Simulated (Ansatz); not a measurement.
# CuO: input and output of an SCF run

We look at CuO: a measured crystal structure (space group C2/c), with 4 atoms per cell. Source: COD entry 9015924; the sample's temperature and pressure aren't taken into account, and it need not be the stable phase.

Theory: Ansatz, DFT, PBE+U, PAW, plane waves, scalar-relativistic.

The input:

```yaml
crystal:
  lattice:
    - [2.3416, -1.7144, 0.0]
    - [2.3416, 1.7144, 0.0]
    - [-0.82974, 0.0, 5.06215]
  atoms:
    - { symbol: Cu, position: [0.0, 0.5, 0.0], spin: 1.0 }
    - { symbol: Cu, position: [0.5, 0.0, 0.5], spin: 1.0 }
    - { symbol: O, position: [0.5719, 0.4281, 0.25] }
    - { symbol: O, position: [0.4281, 0.5719, 0.75] }
magnetization:
  spin_polarized: true
hamiltonian:
  xc: pbe
  pseudopotentials: { kind: paw }
  hubbard: { sites: [{ species: Cu, l: d, u_eff: 6.1 }] }
basis:
  ecutwfc: 420
kpoints:
  mp_grid: { grid: [8, 8, 5] }
scf:
  occupations: { method: fermi_dirac, width: 0.1 }
output:
  forces: true
  stress: true
```

Output (shortened):

```
Cu: projections on atomic orbitals take those of the free atom [Ne] 3s2 3p6 3d10 4s1, of charge +0.00 (hamiltonian.pseudopotentials.projection_atoms); the dataset's partial waves leave at most 2.0e-6 of an orbital's norm unspanned inside its sphere
O: projections on atomic orbitals take those of the free atom [He] 2s2 2p4, of charge +0.00 (hamiltonian.pseudopotentials.projection_atoms); the dataset's partial waves leave at most 1.9e-8 of an orbital's norm unspanned inside its sphere
Pseudopotentials: kind: paw
Pseudopotential: Cu, paw, valence charge 19, recommended cutoff 420 eV (normal), Cu.paw.azcp
Pseudopotential: O, paw, valence charge 6, recommended cutoff 420 eV (normal), O.paw.azcp
Functional definition: PBE
Crystal: 4 atoms, lattice volume = 40.643 Å³
Basis set: ecut = 420 eV, 791 PW (Γ), exchange–correlation on 40×40×72 points (8 copies of the dense FFT grid, shifted against one another)
Bands: 32, of which v1, the nominal top of the filled ones, is band 25 counted from 1 (24 counted from 0)
Symmetry: 4 space group operations
Space group: C2/c (ITA 15), of the structure as read, at distance tolerance 3.4e-5 Å
Magnetic group: BNS 15.85 (UNI 92), of the structure as read, at distance tolerance 3.4e-5 Å
k-points: 93 of 320
Non-local potential: Cu, projectors of the file, l = 0: 3, l = 1: 2, l = 2: 3, l = 3: 1
Non-local potential: O, projectors of the file, l = 0: 2, l = 1: 2, l = 2: 1
Initial density: superposition of atomic densities (chi_scale 0.1, normalization cell, long waves kept (reshape's long-wave potential 0.00 eV rms))
Starting moments: Σ|m| = 2 μB on 2 of 4 sites
Initial wavefunctions: pseudopotential atomic-orbital guess
Functional: x = pbe(κ = 0.804, μ = 0.2195149727645171), c = pbe(β = 0.06672455060314922)
SCF iter   1: F=—  HF=-14379.175949 eV  |F-HF|=—  |Δ(HF+E_count)|=         —  Δρ=1.20e-1 (↑6.86e-2 ↓1.20e-1)  dr2=1.71e0  dr2_m=2.95e0  M=0.474 μB ∫|m|=0.516 μB  β_m=0.30  ethr=3.10e-3  ⟨swp⟩=5.2  Hψ=20632  notcnv=0  defer=13
preconditioner: auto → Kerker (q_TF=auto, 2.824 Å⁻¹)  [metal: Δε(μ)=0.006 eV  Ē_g=14.774 eV  σ=0.100 eV  W_gap=0.01  n_scr=20 (ndim 8)  ℏωp=34.0 eV  f_vac=0.000  D(μ)=1.80/eV (n_scr^D=20)]
spin=Collinear: Kerker preconditioning applied to the charge; magnetization (m = ρ↑ − ρ↓) channel mixes plain (no charge-response kernel on spin).
SCF iter   2: F=—  HF=-14379.231204 eV  |F-HF|=—  |Δ(HF+E_count)|=   5.53e-2  Δρ=6.33e-2 (↑6.33e-2 ↓5.80e-2)  dr2=1.30e-1  dr2_m=1.25e0  M=0.587 μB ∫|m|=0.626 μB  β_m=0.30  ethr=3.10e-3  ⟨swp⟩=2.3  Hψ=9454  notcnv=0  defer=304
SCF iter   3: F=—  HF=-14379.484379 eV  |F-HF|=—  |Δ(HF+E_count)|=   2.53e-1  Δρ=4.56e-2 (↑4.56e-2 ↓3.86e-2)  dr2=7.11e-2  dr2_m=5.94e-1  M=0.623 μB ∫|m|=0.657 μB  β_m=0.30  ethr=2.61e-4  ⟨swp⟩=2.0  Hψ=9437  notcnv=0  defer=303
SCF iter   4: F=—  HF=-14379.696646 eV  |F-HF|=—  |Δ(HF+E_count)|=   2.12e-1  Δρ=2.92e-2 (↑2.92e-2 ↓2.39e-2)  dr2=1.81e-2  dr2_m=2.60e-1  M=0.675 μB ∫|m|=0.706 μB  β_m=0.30  ethr=1.42e-4  ⟨swp⟩=2.0  Hψ=11827  notcnv=0  defer=303
SCF iter   5: F=—  HF=-14379.761384 eV  |F-HF|=—  |Δ(HF+E_count)|=   6.47e-2  Δρ=2.13e-2 (↑2.13e-2 ↓1.30e-2)  dr2=2.81e-2  dr2_m=1.08e-1  M=0.728 μB ∫|m|=0.757 μB  β_m=0.30  ethr=3.62e-5  ⟨swp⟩=2.6  Hψ=10284  notcnv=0  defer=303
SCF iter   6: F=—  HF=-14379.792885 eV  |F-HF|=—  |Δ(HF+E_count)|=   3.15e-2  Δρ=1.17e-2 (↑1.17e-2 ↓1.17e-2)  dr2=2.05e-3  dr2_m=5.01e-2  M=0.759 μB ∫|m|=0.786 μB  β_m=0.30  ethr=3.62e-5  ⟨swp⟩=2.2  Hψ=8425  notcnv=0  defer=303
SCF iter   7: F=—  HF=-14379.815143 eV  |F-HF|=—  |Δ(HF+E_count)|=   2.23e-2  Δρ=1.01e-2 (↑5.63e-3 ↓1.01e-2)  dr2=6.17e-3  dr2_m=2.26e-2  M=0.791 μB ∫|m|=0.817 μB  β_m=1.00  ethr=4.10e-6  ⟨swp⟩=2.0  Hψ=10151  notcnv=0  defer=303
SCF iter   8: F=—  HF=-14379.828180 eV  |F-HF|=—  |Δ(HF+E_count)|=   1.30e-2  Δρ=3.71e-3 (↑3.71e-3 ↓3.59e-3)  dr2=1.05e-3  dr2_m=4.66e-3  M=0.869 μB ∫|m|=0.900 μB  β_m=1.00  ethr=4.10e-6  ⟨swp⟩=2.3  Hψ=10181  notcnv=0  defer=303
SCF iter   9: F=—  HF=-14379.842884 eV  |F-HF|=—  |Δ(HF+E_count)|=   1.47e-2  Δρ=5.20e-3 (↑3.43e-3 ↓5.20e-3)  dr2=8.87e-3  dr2_m=4.81e-3  M=0.948 μB ∫|m|=0.979 μB  β_m=1.00  ethr=2.11e-6  ⟨swp⟩=2.1  Hψ=8701  notcnv=0  defer=302
SCF iter  10: F=—  HF=-14379.857720 eV  |F-HF|=—  |Δ(HF+E_count)|=   1.48e-2  Δρ=7.78e-3 (↑4.23e-3 ↓7.78e-3)  dr2=2.82e-2  dr2_m=6.57e-3  M=1.039 μB ∫|m|=1.069 μB  β_m=1.00  ethr=2.11e-6  ⟨swp⟩=2.2  Hψ=7912  notcnv=0  defer=302
SCF iter  11: F=—  HF=-14379.875466 eV  |F-HF|=—  |Δ(HF+E_count)|=   1.77e-2  Δρ=1.06e-2 (↑5.83e-3 ↓1.06e-2)  dr2=6.14e-2  dr2_m=9.80e-3  M=1.147 μB ∫|m|=1.179 μB  β_m=1.00  ethr=2.11e-6  ⟨swp⟩=2.4  Hψ=8327  notcnv=0  defer=302
SCF iter  12: F=—  HF=-14379.898338 eV  |F-HF|=—  |Δ(HF+E_count)|=   2.29e-2  Δρ=1.46e-2 (↑7.92e-3 ↓1.46e-2)  dr2=1.24e-1  dr2_m=1.51e-2  M=1.281 μB ∫|m|=1.314 μB  β_m=1.00  ethr=2.11e-6  ⟨swp⟩=2.3  Hψ=10788  notcnv=0  defer=302
SCF iter  13: F=—  HF=-14379.927317 eV  |F-HF|=—  |Δ(HF+E_count)|=   2.90e-2  Δρ=1.84e-2 (↑1.02e-2 ↓1.84e-2)  dr2=2.10e-1  dr2_m=2.11e-2  M=1.438 μB ∫|m|=1.473 μB  β_m=1.00  ethr=2.11e-6  ⟨swp⟩=2.0  Hψ=10581  notcnv=0  defer=302
SCF iter  14: F=—  HF=-14379.991859 eV  |F-HF|=—  |Δ(HF+E_count)|=   6.45e-2  Δρ=2.74e-2 (↑1.51e-2 ↓2.74e-2)  dr2=4.84e-1  dr2_m=4.07e-2  M=1.645 μB ∫|m|=1.683 μB  β_m=1.00  ethr=2.11e-6  ⟨swp⟩=2.0  Hψ=10729  notcnv=0  defer=301
SCF iter  15: F=—  HF=-14380.021221 eV  |F-HF|=—  |Δ(HF+E_count)|=   2.94e-2  Δρ=2.60e-2 (↑1.71e-2 ↓2.60e-2)  dr2=5.37e-1  dr2_m=2.22e-2  M=1.795 μB ∫|m|=1.838 μB  β_m=1.00  ethr=2.11e-6  ⟨swp⟩=2.0  Hψ=10871  notcnv=0  defer=300
SCF iter  16: F=—  HF=-14380.097202 eV  |F-HF|=—  |Δ(HF+E_count)|=   7.60e-2  Δρ=3.00e-2 (↑2.03e-2 ↓3.00e-2)  dr2=7.67e-1  dr2_m=2.00e-2  M=1.915 μB ∫|m|=1.966 μB  β_m=0.30  ethr=2.11e-6  ⟨swp⟩=2.1  Hψ=9227  notcnv=0  defer=299
Mixer restart at iter 16: flushing history
spin-set hold released at iteration 16 (site moments' squared step at or under half its running peak, from the soft ceiling on): the magnetisation degrees of freedom join the quasi-Newton model from the next iteration; the mixer history was flushed
SCF iter  17: F=—  HF=-14380.040255 eV  |F-HF|=—  |Δ(HF+E_count)|=   5.69e-2  Δρ=9.67e-3 (↑9.12e-3 ↓9.67e-3)  dr2=1.16e-1  dr2_m=3.48e-3  M=1.897 μB ∫|m|=1.947 μB  β_m=0.40  ethr=2.11e-6  ⟨swp⟩=3.0  Hψ=14583  notcnv=0  defer=298
SCF iter  18: F=—  HF=-14380.052880 eV  |F-HF|=—  |Δ(HF+E_count)|=   1.26e-2  Δρ=1.02e-2 (↑5.10e-3 ↓1.02e-2)  dr2=7.00e-2  dr2_m=5.87e-3  M=1.939 μB ∫|m|=1.995 μB  β_m=0.49  ethr=2.11e-6  ⟨swp⟩=2.2  Hψ=12341  notcnv=0  defer=297
SCF iter  19: F=—  HF=-14380.050350 eV  |F-HF|=—  |Δ(HF+E_count)|=   2.53e-3  Δρ=2.83e-3 (↑2.30e-3 ↓2.83e-3)  dr2=3.82e-3  dr2_m=1.23e-3  M=1.961 μB ∫|m|=2.026 μB  β_m=0.65  ethr=2.11e-6  ⟨swp⟩=3.0  Hψ=12856  notcnv=0  defer=297
SCF iter  20: F=—  HF=-14380.050660 eV  |F-HF|=—  |Δ(HF+E_count)|=   3.11e-4  Δρ=9.32e-4 (↑9.32e-4 ↓8.76e-4)  dr2=5.05e-4  dr2_m=2.00e-5  M=1.963 μB ∫|m|=2.030 μB  β_m=0.82  ethr=2.11e-6  ⟨swp⟩=2.0  Hψ=11277  notcnv=0  defer=296
SCF iter  21: F=—  HF=-14380.051244 eV  |F-HF|=—  |Δ(HF+E_count)|=   5.84e-4  Δρ=6.99e-4 (↑2.89e-4 ↓6.99e-4)  dr2=1.65e-4  dr2_m=3.13e-5  M=1.959 μB ∫|m|=2.026 μB  β_m=0.91  ethr=1.01e-6  ⟨swp⟩=2.1  Hψ=8818  notcnv=0  defer=296
SCF iter  22: F=—  HF=-14380.051239 eV  |F-HF|=—  |Δ(HF+E_count)|=   5.30e-6  Δρ=6.27e-5 (↑4.89e-5 ↓6.27e-5)  dr2=3.63e-6  dr2_m=2.13e-7  M=1.960 μB ∫|m|=2.027 μB  β_m=0.96  ethr=3.31e-7  ⟨swp⟩=2.0  Hψ=8123  notcnv=0  defer=296
SCF iter  23: F=—  HF=-14380.051243 eV  |F-HF|=—  |Δ(HF+E_count)|=   4.62e-6  Δρ=2.37e-5 (↑1.62e-5 ↓2.37e-5)  dr2=4.54e-7  dr2_m=3.53e-8  M=1.960 μB ∫|m|=2.028 μB  β_m=0.98  ethr=7.27e-9  ⟨swp⟩=2.5  Hψ=8705  notcnv=0  defer=296
iter 24 did not close the SCF: its close was put off for a magnetic moment that had not settled (scf_convergence_deferred on its scf_iter line)
SCF iter  24: F=-14380.051244 eV  HF=-14380.051244 eV  |F-HF|=8.42e-9  |Δ(HF+E_count)|=   6.12e-7  Δρ=1.40e-5 (↑5.12e-6 ↓1.40e-5)  dr2=8.60e-8  dr2_m=1.52e-8  M=1.960 μB ∫|m|=2.028 μB  β_m=0.99  ethr=2.00e-10  ⟨swp⟩=3.0  Hψ=20990  notcnv=0
SCF iter  25: F=-14380.051244 eV  HF=-14380.051244 eV  |F-HF|=1.98e-9  |Δ(HF+E_count)|=   4.85e-8  Δρ=6.14e-6 (↑2.46e-6 ↓6.14e-6)  dr2=1.28e-8  dr2_m=3.61e-9  M=1.960 μB ∫|m|=2.028 μB  ethr=1.72e-10  ⟨swp⟩=2.0  Hψ=19934  notcnv=0
SCF 1 converged in 25 iterations: F = -14380.051244 eV  dr2 = 1.28e-8
  greatest PAW one-centre occupation: 1.000 electrons in one spin orbital (limit 2), on the Cu atom at site 1 (counted from 0), in its partial waves of l = 0
the last iteration of the SCF fills more bands at one k-point than at another: 25 at σ=↑ k=90 and 26 at σ=↑ k=0; 24 at every k-point of σ=↓ (a band counts as filled where it holds over half of its capacity, the bands of one level by their mean; [...]
SCF converged after 25 iterations
Magnetization: 1.9597 μB (25.9798 up, 24.0202 down)
Absolute magnetization: 2.0030 μB (∫|ρ↑−ρ↓|, with the PAW one-centre terms)
Spin contamination: 0.0050 ħ² per cell (⟨S²⟩ above its minimum at these occupations)
Per-site moments (μB) at R_I (Å): [(0.6355, 0.7985), (0.6355, 0.7985), (0.3105, 0.7985), (0.3105, 0.7985)]
Free energy (F): -14380.051244 eV
Harris-Foulkes:  -14380.051244 eV  (|F-HF|=1.98e-9)
Internal energy: -14380.038694 eV  (E = F + TS)
E sigma→0 (E₀):  -14380.044969 eV
Entropy (-TS):   -0.012550 eV (-3.137 meV/atom)
Fermi energy:    11.826304 eV
--- Per-component energies (eV) ---
  E_band       = -915.687430
  E_kinetic    = 943.537827
  E_local      = -9675.240175  (includes V_loc(G=0)·N_el)
  E_nonlocal   = 875.639710
  E_hartree    = 4187.032978
  E_xc         = -324.071455
  E_vxc        = -416.032543  (∫ρ·V_xc dr)
  E_hubbard    = 1.841799  (on-site DFT+U / exact-exchange correction)
  E_vhub       = -53.375781  (the Hubbard potential's part of the band-sum identity)
  E_paw        = -3636.867249  (= ΣΔE_a)
  E_vpaw       = -964.294002  (= ΣTr[D̂ρ^β])
  E_aug_tail   = 0.005612  (compensation charges beyond the density's cutoff)
  E_ewald      = -6751.917741
  E_smearing   = -0.012550  (= −TS)
  E_closure    = -0.000000  (closes the sum)
  Σ components = -14380.051244   (vs F -14380.051244, Δ=0.00e0)
--- Forces (eV/Å), atoms counted from 1 ---
  atom   1  Cu     0.00000000     0.00000000     0.00000000
  atom   2  Cu     0.00000000    -0.00000000     0.00000000
  atom   3  O      0.00000000    -0.14199681     0.00000000
  atom   4  O      0.00000000     0.14199681     0.00000000
  max |Σ_I F_I| component: 1.26e-29 eV/Å
--- Stress (GPa, compression-positive) ---
        8.359532       0.000000       0.939962
        0.000000       9.326252       0.000000
        0.940198       0.000000      11.170398
  P = ⅓ Tr σ = 9.6187 GPa (96.187 kbar)
```

Among 15 converged runs of this cell from various starts and settings, this end is 30.7 meV/atom above the lowest found (antiferromagnetic, site moments Cu1 0.58, Cu2 -0.58 μB, total 0.00 μB per cell, a gap of 0.66 eV on the k-mesh).

A static U favours moments and orbital order; the result depends on U and need not be the measured state. The mesh is too coarse to rank close states of a metal with certainty: differences of some tens of meV/atom may change, at times in sign.

The run took 18 s on 2 threads of Arm Neoverse V1 (shared host), peak memory 0.51 GiB.
